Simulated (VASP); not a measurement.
# AgCl (Fm-3m) in VASP: further runs

The runs below take AgCl through single point, with r2SCAN, PBE.

All numbers are computed with VASP 6.6.1; they aren't measurements. Logs are shortened: lines on timing, memory, paths and dates and some standing lists are left out, and cuts for length are marked.

**1. The undisturbed crystal**

It takes space group Fm-3m (No. 225, cubic). The conventional cell has a = 5.546 Å, b = 5.546 Å, c = 5.546 Å, α = 90.00°, β = 90.00°, γ = 90.00°. Around Ag (site symmetry m-3m) lie 6 Cl at 2.77 Å. Cl (site symmetry m-3m) is surrounded by 6 Ag at 2.77 Å.

**2. Single point, r2SCAN (functional r2SCAN, strained and moved within the space group)**

Input file POSCAR:

```
AgCl
1.0
    0.0000000000      2.7455848890      2.7455848890
    2.7455848890      0.0000000000      2.7455848890
    2.7455848890      2.7455848890      0.0000000000
Ag Cl
1 1
Direct
    0.5000000000      0.5000000000      0.5000000000
    0.0000000000      0.0000000000      0.0000000000
```

Input file INCAR.step1:

```
SYSTEM = AgCl
ALGO = Normal
EDIFF = 1E-4
ENCUT = 520
GGA = PE
ISMEAR = 0
LASPH = .True.
LCHARG = .False.
LREAL = .False.
LWAVE = .True.
NBANDS = 16
NELM = 100
PREC = Accurate
SIGMA = 0.02
```

Input file INCAR.step2:

```
SYSTEM = AgCl
ALGO = Normal
EDIFF = 1E-6
ENCUT = 520
ISIF = 2
ISMEAR = 0
ISTART = 1
LASPH = .True.
LCHARG = .False.
LMIXTAU = .True.
LREAL = .False.
LWAVE = .False.
METAGGA = R2SCAN
NBANDS = 16
NELM = 100
PREC = Accurate
SIGMA = 0.02
```

Input file KPOINTS:

```
k-points
0
Gamma
  8 8 8
  0 0 0
```

Potentials or basis: VASP PAW PBE potentials, release 64 (Ag, Cl).

The run is started by

```console
cat potpaw_PBE.64/Ag/POTCAR potpaw_PBE.64/Cl/POTCAR > POTCAR
cp INCAR.step1 INCAR
mpirun -np 1 vasp_std > vasp.out
cp INCAR.step2 INCAR
mpirun -np 1 vasp_std > vasp.out
```

OUTCAR:

```text
SYSTEM = AgCl
   EDIFF = 1E-6
   ENCUT = 520
   ISIF = 2
   ISMEAR = 0
   ISTART = 1
   LASPH = .True.
   LREAL = .False.
   METAGGA = R2SCAN
   NELM = 100
   PREC = Accurate

 ion  position               nearest neighbor table
   1  0.500  0.500  0.500-   2 2.75   2 2.75   2 2.75   2 2.75   2 2.75   2 2.75
   2  0.000  0.000  0.000-   1 2.75   1 2.75   1 2.75   1 2.75   1 2.75   1 2.75

  LATTYP: Found a face centered cubic cell.
 ALAT       =     5.4911697780

  Lattice vectors:

 A1 = (   0.0000000000,   2.7455848890,   2.7455848890)
 A2 = (   2.7455848890,   0.0000000000,   2.7455848890)
 A3 = (   2.7455848890,   2.7455848890,   0.0000000000)

Analysis of symmetry for initial positions (statically):
=====================================================================
 Subroutine PRICEL returns:
 Original cell was already a primitive cell.

 Routine SETGRP: Setting up the symmetry group for a
 face centered cubic supercell.

 Subroutine GETGRP returns: Found 48 space group operations
 (whereof 48 operations were pure point group operations)
 out of a pool of 48 trial point group operations.

The static configuration has the point symmetry O_h .

Analysis of symmetry for dynamics (positions and initial velocities):
=====================================================================
 Subroutine PRICEL returns:
 Original cell was already a primitive cell.

 Routine SETGRP: Setting up the symmetry group for a
 face centered cubic supercell.

 Subroutine GETGRP returns: Found 48 space group operations
 (whereof 48 operations were pure point group operations)
 out of a pool of 48 trial point group operations.

The dynamic configuration has the point symmetry O_h .

 Subroutine INISYM returns: Found 48 space group operations
 (whereof 48 operations are pure point group operations),
 and found     1 'primitive' translations

----------------------------------------------------------------------------------------

                                     Primitive cell

  volume of cell :      41.3937

  direct lattice vectors                    reciprocal lattice vectors
     0.000000000  2.745584889  2.745584889    -0.182110559  0.182110559  0.182110559
     2.745584889  0.000000000  2.745584889     0.182110559 -0.182110559  0.182110559
     2.745584889  2.745584889  0.000000000     0.182110559  0.182110559 -0.182110559

  length of vectors
     3.882843387  3.882843387  3.882843387     0.315424741  0.315424741  0.315424741

  position of ions in fractional coordinates (direct lattice)
     0.500000000  0.500000000  0.500000000
     0.000000000  0.000000000  0.000000000

  ion indices of the primitive-cell ions
   primitive index   ion index
                 1           1
                 2           2

----------------------------------------------------------------------------------------

 KPOINTS: k-points

Automatic generation of k-mesh.
 Grid dimensions read from file:
 generate k-points for:    8    8    8

 Generating k-lattice:

  Cartesian coordinates                     Fractional coordinates (reciprocal lattice)
    -0.022763820  0.022763820  0.022763820     0.125000000  0.000000000  0.000000000
     0.022763820 -0.022763820  0.022763820     0.000000000  0.125000000  0.000000000
     0.022763820  0.022763820 -0.022763820     0.000000000  0.000000000  0.125000000

  Length of vectors
     0.039428093  0.039428093  0.039428093

  Shift w.r.t. Gamma in fractional coordinates (k-lattice)
     0.000000000  0.000000000  0.000000000

 Subroutine IBZKPT returns following result:
 ===========================================

 Found     29 irreducible k-points:

 Following reciprocal coordinates:
            Coordinates               Weight
  0.000000  0.000000  0.000000      1.000000
  0.125000  0.000000  0.000000      8.000000
  0.250000  0.000000  0.000000      8.000000
  0.375000  0.000000  0.000000      8.000000
  0.500000  0.000000  0.000000      4.000000
  0.125000  0.125000  0.000000      6.000000
[... 16 lines left out ...]
  0.500000  0.250000  0.125000     48.000000
 -0.375000  0.250000  0.125000     24.000000
 [... further k-points ...]
   k-points           NKPTS =     29   k-points in BZ     NKDIM =     29   number of bands    NBANDS=     16
   number of dos      NEDOS =    301   number of ions     NIONS =      2
   total plane-waves  NPLWV =  27000
   dimension x,y,z NGX =    30 NGY =   30 NGZ =   30
   dimension x,y,z NGXF=    60 NGYF=   60 NGZF=   60
   ions per type =               1   1
   NGX,Y,Z   is equivalent  to a cutoff of  12.84, 12.84, 12.84 a.u.
   NGXF,Y,Z  is equivalent  to a cutoff of  25.69, 25.69, 25.69 a.u.
 SYSTEM =  AgCl
   PREC   = accura    normal or accurate (medium, high low for compatibility)
   ISTART =      1    job   : 0-new  1-cont  2-samecut
   ICHARG =      0    charge: 1-file 2-atom 10-const
   ISPIN  =      1    spin polarized calculation?
   LNONCOLLINEAR =      F non collinear calculations
   LSORBIT =      F    spin-orbit coupling
   LASPH  =      T    aspherical Exc in radial PAW
   ENCUT  =  520.0 eV  38.22 Ry    6.18 a.u.   7.22  7.22  7.22*2*pi/ulx,y,z
   NELM   =    100;   NELMIN=  2; NELMDL=  0     # of ELM steps
   EDIFF  = 0.1E-05   stopping-criterion for ELM
   LREAL  =      F    real-space projection
   EDIFFG = 0.1E-04   stopping-criterion for IOM
   NSW    =      0    number of steps for IOM
   IBRION =     -1    ionic relax: 0-MD 1-quasi-New 2-CG
   NFREE  =      0    steps in history (QN), initial steepest desc. (CG)
   ISIF   =      2    stress and relaxation
   ISYM   =      2    0-nonsym 1-usesym 2-fastsym
   POTIM  = 0.5000    time-step for ionic-motion
   TEBEG  =    0.0;   TEEND  =   0.0 temperature during run
   PSTRESS=    0.0 pullay stress
   NELECT =      18.0000    total number of electrons
   NUPDOWN=      -1.0000    fix difference up-down
   EMIN   =  10.00;   EMAX   =-10.00  energy-range for DOS
   EFERMI =   0.00;   METHOD = LEGACY
   ISMEAR =     0;   SIGMA  =   0.02  broadening in eV -4-tet -1-fermi 0-gaus
   EFERMI_NEDOS =   21; number of points for ismear=-14 and -15
   IALGO  =     38    algorithm
   IMIX   =      4    mixing-type and parameters
     AMIX     =   0.40;   BMIX     =  1.00
     AMIX_MAG =   1.60;   BMIX_MAG =  1.00
  volume/ion in A,a.u.               =      20.70       139.67
  Fermi-wavevector in a.u.,A,eV,Ry     =   1.240283  2.343795 20.929868  1.538302
  Thomas-Fermi vector in A             =   2.374730
   LORBIT       =      0    0 simple, 1 ext, 2 COOP (PROOUT), +10 PAW based schemes
   METAGGA = R2SCAN    functional components
   LHFCALC =     F    Hartree Fock is set to
   AEXX    =    0.0000 exact exchange contribution
   IVDW    =     0    specifies the selected vdW correction
   LEPSILON=     F    determine dielectric tensor
   LRPA    =     F    only Hartree local field effects (RPA)
 non-spin polarized calculation
 Gauss-broadening in eV      SIGMA  =   0.02
  energy-cutoff  :      520.00
  volume of cell :       41.39
 maximum number of plane-waves:      1139
 NGX is ok and might be reduce to    30
   NGX = 15   NGY = 15   NGZ = 15

 number of electron      18.0000004 magnetization

 Free energy of the ion-electron system (eV)
  ---------------------------------------------------
  ext. energy  EPLUGINS =         0.00000000
  ---------------------------------------------------
  free energy    TOTEN  =       -28.63715617 eV

  energy without entropy =      -28.63715617  energy(sigma->0) =      -28.63715617

 E-fermi :   4.0414     XC(G=0): -10.6753

 val. band max:        3.9282680858   @ k =   0.5000   0.0000   0.0000
 cond. band min:       5.3518017085   @ k =   0.0000   0.0000   0.0000
 fundamental gap:      1.4235336227
 Fermi energy:         4.0414238309

 k-point     1 :       0.0000    0.0000    0.0000
  band No.  band energies     occupation
      1     -12.0966      2.00000
      2       1.3518      2.00000
      3       1.3518      2.00000
      4       1.3518      2.00000
      5       1.3689      2.00000
      6       1.3689      2.00000
[... 8 lines left out ...]
     15      18.3289      0.00000
     16      18.3289      0.00000

 k-point     2 :       0.1250    0.0000    0.0000
  band No.  band energies     occupation
      1     -12.0320      2.00000
      2       0.5367      2.00000
      3       0.5980      2.00000
      4       0.5980      2.00000
      5       1.4274      2.00000
      6       1.4274      2.00000
[... 8 lines left out ...]
     15      16.7026      0.00000
     16      17.3549      0.00000

 k-point     3 :       0.2500    0.0000    0.0000
  band No.  band energies     occupation
      1     -11.8693      2.00000
      2      -0.5406      2.00000
      3      -0.0209      2.00000
      4      -0.0209      2.00000
      5       1.5609      2.00000
      6       1.5609      2.00000
[... 8 lines left out ...]
     15      16.8222      0.00000
     16      17.2502      0.00000

 k-point     4 :       0.3750    0.0000    0.0000
  band No.  band energies     occupation
      1     -11.6960      2.00000
      2      -1.3623      2.00000
      3      -0.4148      2.00000
      4      -0.4148      2.00000
      5       1.6998      2.00000
      6       1.6998      2.00000
[... 8 lines left out ...]
     15      17.7020      0.00000
     16      17.7020      0.00000
[... 324 lines left out ...]
 k-point    22 :       0.3750    0.2500    0.1250
  band No.  band energies     occupation
      1     -11.7706      2.00000
      2      -0.9570      2.00000
      3      -0.1109      2.00000
      4       0.2750      2.00000
      5       1.4617      2.00000
      6       1.6899      2.00000
[... 8 lines left out ...]
     15      18.7906      0.00000
     16      20.2499      0.00000

 k-point    23 :       0.5000    0.2500    0.1250
  band No.  band energies     occupation
      1     -11.6475      2.00000
      2      -1.1743      2.00000
      3      -0.4269      2.00000
      4      -0.1562      2.00000
      5       1.5939      2.00000
      6       1.7699      2.00000
[... 8 lines left out ...]
     15      19.0493      0.00000
     16      19.9866      0.00000

 k-point    24 :      -0.3750    0.2500    0.1250
  band No.  band energies     occupation
      1     -11.5950      2.00000
      2      -1.2370      2.00000
      3      -0.4816      2.00000
      4      -0.4310      2.00000
      5       1.6913      2.00000
      6       1.7602      2.00000
[... 8 lines left out ...]
     15      18.2340      0.00000
     16      19.7136      0.00000

 [... further k-points ...]

------------------------ aborting loop because EDIFF is reached ----------------------------------------

  FORCE on cell =-STRESS in cart. coord.  units (eV):
  Direction    XX          YY          ZZ          XY          YZ          ZX
  --------------------------------------------------------------------------------------
  -------------------------------------------------------------------------------------
  Total        0.3932974      0.3932974      0.3932974      0.0000000      0.0000000     -0.0000000
  in kB       15.2228872     15.2228872     15.2228872      0.0000000      0.0000000     -0.0000000
  external PRESSURE =      15.2228872 kB  Pullay stress =       0.0000000 kB

 VOLUME and BASIS-vectors are now :
 -----------------------------------------------------------------------------
  energy-cutoff  :      520.00
  volume of cell :       41.39
      direct lattice vectors                 reciprocal lattice vectors
     0.000000000  2.745584889  2.745584889    -0.182110559  0.182110559  0.182110559
     2.745584889  0.000000000  2.745584889     0.182110559 -0.182110559  0.182110559
     2.745584889  2.745584889  0.000000000     0.182110559  0.182110559 -0.182110559

 POSITION                                       TOTAL-FORCE (eV/Angst)
 -----------------------------------------------------------------------------------
      2.74558      2.74558      2.74558        -0.000000     -0.000000      0.000000
      0.00000      0.00000      0.00000         0.000000      0.000000     -0.000000
 -----------------------------------------------------------------------------------
    total drift:                                0.000000      0.000000      0.000000

  FREE ENERGIE OF THE ION-ELECTRON SYSTEM (eV)
  ---------------------------------------------------
  free  energy   TOTEN  =       -28.6371561748 eV

  energy  without entropy=      -28.6371561748  energy(sigma->0) =      -28.63715617
```

Run time: 87 s. Hardware: 1 thread of Intel Xeon Platinum 8375C at 2.90GHz (Ice Lake), shared host; peak memory 0.17 GiB.

What came out:

```yaml
Free_energy: -28.6372 eV
Pressure: 1.5 GPa
Band_gap_on_the_k_mesh: 1.42 eV, indirect (least direct gap 3.81 eV)
```

Caveat: the PAW data sets were made with another functional, which shifts forces and pressure a little. A k mesh can miss the band edges.

**3. Single point, PBE (strained and moved within the space group)**

Input file INCAR:

```
PREC = Accurate ; ENCUT = 520
EDIFF = 1E-6 ; ISMEAR = 0
SIGMA = 0.02 ; LREAL = F
LASPH = T ; NELM = 100
ALGO = Normal ; ISIF = 2
LWAVE = F ; LCHARG = F
GGA = PE ; NBANDS = 16
```

Input file KPOINTS:

```
regular mesh
0
Gamma
  8 8 8
```

Input file POSCAR:

```
AgCl
1.0
    0.0000000000      2.8804986365      2.8804986365
    2.8804986365      0.0000000000      2.8804986365
    2.8804986365      2.8804986365      0.0000000000
Ag Cl
1 1
Direct
    0.5000000000      0.5000000000      0.5000000000
    0.0000000000      0.0000000000      0.0000000000
```

Potentials or basis: VASP PAW PBE potentials, release 64 (Ag, Cl).

The run is started by

```console
cat potpaw_PBE.64/Ag/POTCAR potpaw_PBE.64/Cl/POTCAR > POTCAR
mpirun -np 1 vasp_std > vasp.out
```

Run time: 21 s. Hardware: 1 thread of Intel Xeon Platinum 8375C at 2.90GHz (Ice Lake), shared host; peak memory 0.18 GiB.

Results (log left out):

```
Free energy            : -5.3673 eV
Pressure               : -2.8 GPa
Band gap on the k mesh : 0.96 eV, indirect (least direct gap 2.83 eV)
```

Levels at points of the mesh, in eV from the valence-band top:
```
           k point  band 5  band 6  band 7  band 8  band 9  band 10  band 11  band 12  band 13  band 14
(0.00, 0.00, 0.00)   -2.00   -2.00   -1.87   -1.87   -1.87     0.96    10.90    10.90    10.90    12.52
(0.50, 0.00, 0.00)   -1.77   -1.77   -1.50    0.00    0.00     4.53     5.95     7.85     7.85    13.17
(0.50, 0.50, 0.00)   -2.28   -1.86   -1.67   -1.67   -1.65     2.55     8.19     8.28    10.95    10.95
```

A k mesh can miss the band edges.

(Part 1 of 2 ends here.)
